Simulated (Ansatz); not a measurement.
# Band table of Al (omega type)

```xyz
3
Lattice="4.5832 0.0000 0.0000 -2.2916 3.9692 0.0000 0.0000 0.0000 2.8375" Properties=species:S:1:pos:R:3 pbc="T T T"
Al    0.0000    0.0000    0.0000
Al    0.0000    2.6461    1.4188
Al    2.2916    1.3231    1.4188
```

The cell comes from a relaxation on PAW files under the same functional, begun from a prototype that needn't be the stable phase.

All numbers are PBE results (scalar-relativistic) from Ansatz 0.2.0, with a Γ-centred 8×8×11 k mesh, Fermi–Dirac smearing of 0.08 eV, no spin polarisation. Methods: LAPW: all electrons, basis error target 1 meV/atom.

Path points, in fractions of the reciprocal vectors: Γ (0.000, 0.000, 0.000), M (0.500, 0.000, 0.000), K (0.333, 0.333, 0.000), A (0.000, 0.000, 0.500), L (0.500, 0.000, 0.500), H (0.333, 0.333, 0.500). Levels in eV from the Fermi level; bands 13 to 19, counted from the lowest band of the run. The gap is zero, the pressure 0.00 GPa.

```
# k(1/Å) point b13 b14 b15 b16 b17 b18 b19
0.000 Γ -10.85 -2.02 -2.02 -1.92 -1.92 -1.23 -1.12
0.113 - -10.81 -3.00 -2.55 -2.13 -1.30 -0.69 -0.31
0.226 - -10.66 -4.11 -3.04 -2.60 -0.54 0.05 1.03
0.339 - -10.42 -5.16 -3.44 -3.01 0.30 0.89 2.47
0.452 - -10.09 -6.13 -3.75 -3.33 1.24 1.81 3.98
0.565 - -9.66 -7.02 -3.98 -3.56 2.26 2.80 5.52
0.678 - -9.14 -7.81 -4.11 -3.70 3.37 3.86 5.85
0.791 M -8.54 -8.51 -4.16 -3.75 4.43 4.71 4.91
0.857 - -8.52 -8.49 -4.61 -3.27 4.05 4.26 5.30
0.922 - -8.47 -8.44 -5.20 -2.60 3.52 3.71 5.88
0.987 - -8.39 -8.36 -5.76 -1.89 3.00 3.17 6.47
1.053 - -8.28 -8.25 -6.30 -1.16 2.50 2.66 7.04
1.118 - -8.14 -8.11 -6.82 -0.39 2.03 2.17 7.55
1.183 - -7.97 -7.94 -7.30 0.39 1.58 1.72 7.96
1.248 K -7.78 -7.74 -7.74 1.08 1.28 1.28 8.22
1.379 - -8.57 -7.26 -7.24 0.38 0.51 2.92 7.27
1.510 - -9.26 -6.64 -6.62 -0.28 -0.15 4.70 5.75
1.640 - -9.83 -5.90 -5.88 -0.81 -0.69 4.14 4.27
1.771 - -10.28 -5.03 -5.02 -1.23 -1.12 2.57 2.63
1.901 - -10.60 -4.06 -4.05 -1.53 -1.43 1.08 1.10
2.032 - -10.79 -2.99 -2.99 -1.72 -1.63 -0.30 -0.28
2.162 Γ -10.85 -2.02 -2.02 -1.92 -1.92 -1.23 -1.12
2.321 - -10.76 -1.94 -1.94 -1.83 -1.83 -1.14 -1.03
2.479 - -10.48 -1.68 -1.68 -1.57 -1.57 -0.89 -0.77
2.637 - -10.01 -1.26 -1.26 -1.13 -1.13 -0.60 -0.33
2.795 - -9.37 -1.77 -0.68 -0.68 -0.52 -0.52 0.26
2.953 - -8.54 -3.42 0.05 0.05 0.27 0.27 0.96
3.111 - -7.55 -4.92 0.85 0.85 1.23 1.23 1.67
3.270 A -6.64 -5.99 1.33 1.33 2.04 2.18 2.18
3.383 - -6.60 -5.94 0.80 1.05 1.53 1.80 2.15
3.496 - -6.46 -5.81 -0.17 0.52 0.62 1.50 1.74
3.609 - -6.22 -5.58 -1.15 -0.48 0.25 1.21 1.38
3.722 - -5.90 -5.25 -2.07 -1.42 -0.05 0.96 1.09
3.835 - -5.48 -4.84 -2.91 -2.28 -0.26 0.77 0.88
3.948 - -4.98 -4.34 -3.68 -3.04 -0.39 0.65 0.75
4.061 L -4.48 -4.26 -3.84 -3.63 -0.43 0.61 0.71
4.126 - -4.46 -4.25 -3.82 -3.62 -0.71 0.11 0.90
4.192 - -4.42 -4.20 -3.78 -3.57 -1.20 -0.47 1.46
4.257 - -4.34 -4.12 -3.70 -3.50 -1.71 -1.03 2.08
4.322 - -4.24 -4.02 -3.60 -3.39 -2.22 -1.55 2.70
4.387 - -4.11 -3.88 -3.46 -3.26 -2.70 -2.04 3.29
4.453 - -3.96 -3.71 -3.30 -3.15 -3.12 -2.49 3.74
4.518 H -3.84 -3.51 -3.51 -3.11 -3.11 -2.73 3.90
4.649 - -4.43 -3.80 -3.23 -3.03 -2.63 -2.34 3.57
4.779 - -5.10 -4.46 -2.64 -2.43 -2.03 -1.74 3.06
4.910 - -5.65 -5.01 -1.93 -1.73 -1.32 -1.00 2.60
5.040 - -6.08 -5.44 -1.10 -0.94 -0.49 -0.16 2.23
5.171 - -6.39 -5.74 -0.18 -0.08 0.45 0.80 1.97
5.301 - -6.58 -5.93 0.78 0.80 1.44 1.82 1.86
5.432 A -6.64 -5.99 1.33 1.33 2.04 2.18 2.18
```
